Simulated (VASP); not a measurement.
# MgO (Periclase) (Fm-3m) in VASP: further runs

One crystal, MgO (Periclase), is run at these levels: PBEsol, PBE; tasks: relaxation of cell and atoms.

All numbers are computed with VASP 6.6.1; they aren't measurements. Logs are shortened: lines on timing, memory, paths and dates and some standing lists are left out, and cuts for length are marked.

## (1) Starting point

Symmetry: Fm-3m, No. 225, cubic system. The conventional cell has a = 4.208 Å, b = 4.208 Å, c = 4.208 Å, α = 90.00°, β = 90.00°, γ = 90.00°. Around Mg (site symmetry m-3m) lie 6 O at 2.10 Å. O (site symmetry m-3m) is surrounded by 6 Mg at 2.10 Å.

## (2) Relaxation of cell and atoms, PBEsol

The input, INCAR:

```
SYSTEM = MgO
PREC = Accurate
ENCUT = 600
EDIFF = 1E-7
ISMEAR = 0
SIGMA = 0.03
LREAL = .False.
LASPH = .True.
NELM = 80
ALGO = Normal
ISIF = 3
LWAVE = .False.
LCHARG = .False.
GGA = PS
IBRION = 2
NSW = 90
EDIFFG = -0.005
KPAR = 4
```

The input, KPOINTS:

```
Automatic mesh
0
Gamma
  12 12 12
  0 0 0
```

The input, POSCAR:

```
MgO                                     
1.0
   -0.0000000000      2.1039232589      2.1039232589
    2.1039232589     -0.0000000000      2.1039232589
    2.1039232589      2.1039232589     -0.0000000000
  Mg              O             
     1     1
Direct
     0.0000000000000000    0.0000000000000000    0.0000000000000000
     0.5000000000000000    0.5000000000000000    0.5000000000000000
```

Potentials or basis: VASP PAW PBE potentials, release 64 (Mg, O).

The run is started by

```bash
cat potpaw_PBE.64/Mg/POTCAR potpaw_PBE.64/O/POTCAR > POTCAR
mpirun -np 4 vasp_std > vasp.out
```

OUTCAR:

```text
SYSTEM = MgO
   PREC = Accurate
   ENCUT = 600
   EDIFF = 1E-7
   ISMEAR = 0
   LREAL = .False.
   LASPH = .True.
   NELM = 80
   ISIF = 3
   GGA = PS
   IBRION = 2
   NSW = 90
   EDIFFG = -0.005

 ion  position               nearest neighbor table
   1  0.000  0.000  0.000-   2 2.10   2 2.10   2 2.10   2 2.10   2 2.10   2 2.10
   2  0.500  0.500  0.500-   1 2.10   1 2.10   1 2.10   1 2.10   1 2.10   1 2.10

  LATTYP: Found a face centered cubic cell.
 ALAT       =     4.2078465178

  Lattice vectors:

 A1 = (   0.0000000000,   2.1039232589,   2.1039232589)
 A2 = (   2.1039232589,   0.0000000000,   2.1039232589)
 A3 = (   2.1039232589,   2.1039232589,   0.0000000000)

Analysis of symmetry for initial positions (statically):
=====================================================================
 Subroutine PRICEL returns:
 Original cell was already a primitive cell.

 Routine SETGRP: Setting up the symmetry group for a
 face centered cubic supercell.

 Subroutine GETGRP returns: Found 48 space group operations
 (whereof 48 operations were pure point group operations)
 out of a pool of 48 trial point group operations.

The static configuration has the point symmetry O_h .

Analysis of symmetry for dynamics (positions and initial velocities):
=====================================================================
 Subroutine PRICEL returns:
 Original cell was already a primitive cell.

 Routine SETGRP: Setting up the symmetry group for a
 face centered cubic supercell.

 Subroutine GETGRP returns: Found 48 space group operations
 (whereof 48 operations were pure point group operations)
 out of a pool of 48 trial point group operations.

The dynamic configuration has the point symmetry O_h .

 Subroutine INISYM returns: Found 48 space group operations
 (whereof 48 operations are pure point group operations),
 and found     1 'primitive' translations

----------------------------------------------------------------------------------------

                                     Primitive cell

  volume of cell :      18.6260

  direct lattice vectors                    reciprocal lattice vectors
     0.000000000  2.103923259  2.103923259    -0.237651254  0.237651254  0.237651254
     2.103923259  0.000000000  2.103923259     0.237651254 -0.237651254  0.237651254
[... 90 lines left out ...]
   NFREE  =      1    steps in history (QN), initial steepest desc. (CG)
   ISIF   =      3    stress and relaxation
   ISYM   =      2    0-nonsym 1-usesym 2-fastsym
   POTIM  = 0.5000    time-step for ionic-motion
   TEBEG  =    0.0;   TEEND  =   0.0 temperature during run
   PSTRESS=    0.0 pullay stress
   NELECT =       8.0000    total number of electrons
   NUPDOWN=      -1.0000    fix difference up-down
   EMIN   =  10.00;   EMAX   =-10.00  energy-range for DOS
   EFERMI =   0.00;   METHOD = LEGACY
   ISMEAR =     0;   SIGMA  =   0.03  broadening in eV -4-tet -1-fermi 0-gaus
   EFERMI_NEDOS =   21; number of points for ismear=-14 and -15
   IALGO  =     38    algorithm
   IMIX   =      4    mixing-type and parameters
     AMIX     =   0.40;   BMIX     =  1.00
     AMIX_MAG =   1.60;   BMIX_MAG =  1.00
  volume/ion in A,a.u.               =       9.31        62.85
  Fermi-wavevector in a.u.,A,eV,Ry     =   1.235184  2.334159 20.758125  1.525679
  Thomas-Fermi vector in A             =   2.369844
   LORBIT       =      0    0 simple, 1 ext, 2 COOP (PROOUT), +10 PAW based schemes
   GGA     = PS    functional components
   LHFCALC =     F    Hartree Fock is set to
   AEXX    =    0.0000 exact exchange contribution
   IVDW    =     0    specifies the selected vdW correction
   LEPSILON=     F    determine dielectric tensor
   LRPA    =     F    only Hartree local field effects (RPA)
 conjugate gradient relaxation of ions
 non-spin polarized calculation
 Gauss-broadening in eV      SIGMA  =   0.03
  energy-cutoff  :      600.00
  volume of cell :       18.63
 maximum number of plane-waves:       636
   NGX = 11   NGY = 11   NGZ = 11

 number of electron       8.0000005 magnetization

 Free energy of the ion-electron system (eV)
  ---------------------------------------------------
  ext. energy  EPLUGINS =         0.00000000
  ---------------------------------------------------
  free energy    TOTEN  =       -12.51540727 eV

  energy without entropy =      -12.51540727  energy(sigma->0) =      -12.51540727

 E-fermi :   3.2760     XC(G=0): -11.3245

 val. band max:        3.0879487905   @ k =   0.0000   0.0000   0.0000
 cond. band min:       7.7527083303   @ k =   0.0000   0.0000   0.0000
 fundamental gap:      4.6647595398
 Fermi energy:         3.2760024725

 k-point     1 :       0.0000    0.0000    0.0000
  band No.  band energies     occupation
      1     -14.1327      2.00000
      2       3.0879      2.00000
      3       3.0879      2.00000
      4       3.0879      2.00000
      5       7.7527      0.00000
      6      18.7389      0.00000
      7      18.7389      0.00000
      8      18.7389      0.00000
[... 243 lines left out ...]
 k-point    24 :      -0.4167    0.1667    0.0000
  band No.  band energies     occupation
      1     -12.7227      2.00000
      2      -1.1972      2.00000
      3       1.4767      2.00000
      4       2.2910      2.00000
      5      12.0183      0.00000
      6      15.3619      0.00000
      7      17.1948      0.00000
      8      19.9381      0.00000

 [... further k-points ...]

------------------------ aborting loop because EDIFF is reached ----------------------------------------

  FORCE on cell =-STRESS in cart. coord.  units (eV):
  Direction    XX          YY          ZZ          XY          YZ          ZX
  --------------------------------------------------------------------------------------
  -------------------------------------------------------------------------------------
  Total        0.0006217      0.0006217      0.0006217      0.0000000      0.0000000      0.0000000
  in kB        0.0534776      0.0534776      0.0534776      0.0000000      0.0000000      0.0000000
  external PRESSURE =       0.0534776 kB  Pullay stress =       0.0000000 kB

 VOLUME and BASIS-vectors are now :
 -----------------------------------------------------------------------------
  energy-cutoff  :      600.00
  volume of cell :       18.63
      direct lattice vectors                 reciprocal lattice vectors
     0.000000000  2.103923259  2.103923259    -0.237651254  0.237651254  0.237651254
     2.103923259  0.000000000  2.103923259     0.237651254 -0.237651254  0.237651254
     2.103923259  2.103923259  0.000000000     0.237651254  0.237651254 -0.237651254

 POSITION                                       TOTAL-FORCE (eV/Angst)
 -----------------------------------------------------------------------------------
      0.00000      0.00000      0.00000        -0.000000     -0.000000      0.000000
      2.10392      2.10392      2.10392         0.000000      0.000000      0.000000
 -----------------------------------------------------------------------------------
    total drift:                               -0.000000     -0.000000      0.000000

  FREE ENERGIE OF THE ION-ELECTRON SYSTEM (eV)
  ---------------------------------------------------
  free  energy   TOTEN  =       -12.5154072653 eV

  energy  without entropy=      -12.5154072653  energy(sigma->0) =      -12.51540727

 reached required accuracy - stopping structural energy minimisation
```

OSZICAR:

```text
N       E                     dE             d eps       ncg     rms          rms(c)
DAV:   1     0.174373056596E+02    0.17437E+02   -0.53107E+03  1296   0.101E+03
DAV:   2    -0.134158990337E+02   -0.30853E+02   -0.29932E+02  1408   0.157E+02
DAV:   3    -0.138994031536E+02   -0.48350E+00   -0.48350E+00  1504   0.219E+01
DAV:   4    -0.139001898165E+02   -0.78666E-03   -0.78666E-03  1536   0.813E-01
DAV:   5    -0.139001903683E+02   -0.55183E-06   -0.55183E-06  1536   0.149E-02    0.666E+00
DAV:   6    -0.125542098749E+02    0.13460E+01   -0.87351E+00  1152   0.207E+01    0.224E+00
DAV:   7    -0.125289005909E+02    0.25309E-01   -0.41020E-02  1200   0.259E+00    0.128E+00
DAV:   8    -0.125154662662E+02    0.13434E-01   -0.20646E-02  1160   0.222E+00    0.147E-01
DAV:   9    -0.125153671672E+02    0.99099E-04   -0.36452E-04  1720   0.175E-01    0.712E-02
DAV:  10    -0.125154073029E+02   -0.40136E-04   -0.51240E-05  1184   0.836E-02    0.387E-03
DAV:  11    -0.125154071647E+02    0.13816E-06   -0.15776E-06  1632   0.925E-03    0.185E-03
DAV:  12    -0.125154072694E+02   -0.10465E-06   -0.56968E-08   744   0.294E-03    0.282E-04
DAV:  13    -0.125154072653E+02    0.41102E-08   -0.17708E-09   656   0.560E-04
   1 F= -.12515407E+02 E0= -.12515407E+02  d E =-.125154E+02
```

Wall time 3.1 s (4 MPI ranks of Intel Xeon Platinum 8488C (Sapphire Rapids), shared host); peak memory 0.13 GiB.

What came out:

```yaml
Free_energy: -12.5154 eV
Pressure_after_relaxing: 0.0 GPa
Band_gap_on_the_k_mesh: 4.66 eV, direct
```

Final structure:
```
Mg O
1.0
     0.00000    2.10392    2.10392
     2.10392    0.00000    2.10392
     2.10392    2.10392    0.00000
Mg O
1 1
Cartesian
  0.0000 0.0000 0.0000
  2.1039 2.1039 2.1039
```

Caveat: the relaxation stopped at its first step, so nothing moved; the PAW data sets were made with another functional, which shifts forces and pressure a little. A k mesh can miss the band edges.

## (3) Relaxation of cell and atoms, PBEsol

This run uses another cell than the first one, of 9.37 Å³/atom, 1.007 times its volume.

The input, INCAR:

```
SYSTEM = MgO
PREC = Accurate ; ENCUT = 600
EDIFF = 1E-6 ; ISMEAR = 0
SIGMA = 0.03 ; LREAL = .FALSE.
LASPH = .TRUE. ; NELM = 80
ALGO = Normal ; ISIF = 3
LWAVE = .FALSE. ; LCHARG = .FALSE.
GGA = PS ; IBRION = 2
NSW = 90 ; EDIFFG = -0.01
```

The input, KPOINTS:

```
Automatic mesh
0
G
  12 12 12
  0 0 0
```

The input, POSCAR:

```
MgO
1.0
    0.0000000000      2.1085000000      2.1085000000
    2.1085000000      0.0000000000      2.1085000000
    2.1085000000      2.1085000000      0.0000000000
Mg O
1 1
Direct
    0.0000000000      0.0000000000      0.0000000000
    0.5000000000      0.5000000000      0.5000000000
```

Potentials or basis: VASP PAW PBE potentials, release 64 (Mg, O).

The run is started by

```bash
cat potpaw_PBE.64/Mg/POTCAR potpaw_PBE.64/O/POTCAR > POTCAR
mpirun -np 1 vasp_std > vasp.out
```

Run time: 9.5 s. Hardware: 1 thread of Intel Xeon 6975P-C (Granite Rapids), shared host; peak memory 0.15 GiB.

It converged, with:

| Property | Result |
| --- | --- |
| Free energy | -12.5157 eV |
| Relaxed volume | 9.31 Å³/atom |
| Relaxed cell | a = 2.975 Å, b = 2.975 Å, c = 2.975 Å, α = 60.00°, β = 60.00°, γ = 60.00° |
| Space group after relaxing (to 0.05 Å) | Fm-3m (No. 225) |
| Energy gained by relaxing | 0.2 meV/atom |
| Ionic steps | 3 |
| Pressure after relaxing | 0.0 GPa |
| Band gap on the k mesh | 4.66 eV, direct |

The path:
```tsv
step	energy change (eV)	largest force (eV/Å)	pressure (GPa)	volume (Å³)
1	0.0000	0.0000	-1.04	18.75
2	-0.0003	0.0000	0.38	18.58
3	-0.0004	0.0000	0.00	18.63
```

Final structure:
```
Mg O
1.0
     0.00000    2.10392    2.10392
     2.10392    0.00000    2.10392
     2.10392    2.10392    0.00000
Mg O
1 1
Cartesian
  0.0000 0.0000 0.0000
  2.1039 2.1039 2.1039
```

Levels at points of the mesh, in eV from the valence-band top:
| k point | band 2 | band 3 | band 4 | band 5 | band 6 | band 7 |
| --- | --- | --- | --- | --- | --- | --- |
| (0.00, 0.00, 0.00) | 0.00 | 0.00 | 0.00 | 4.66 | 15.65 | 15.65 |
| (0.50, 0.00, 0.00) | -4.69 | -0.67 | -0.67 | 7.77 | 12.54 | 16.21 |
| (0.50, 0.50, 0.00) | -4.16 | -1.37 | -1.37 | 8.93 | 9.91 | 13.00 |

Caveat: the PAW data sets were made with another functional, which shifts forces and pressure a little.

[end of part 1 of 2]
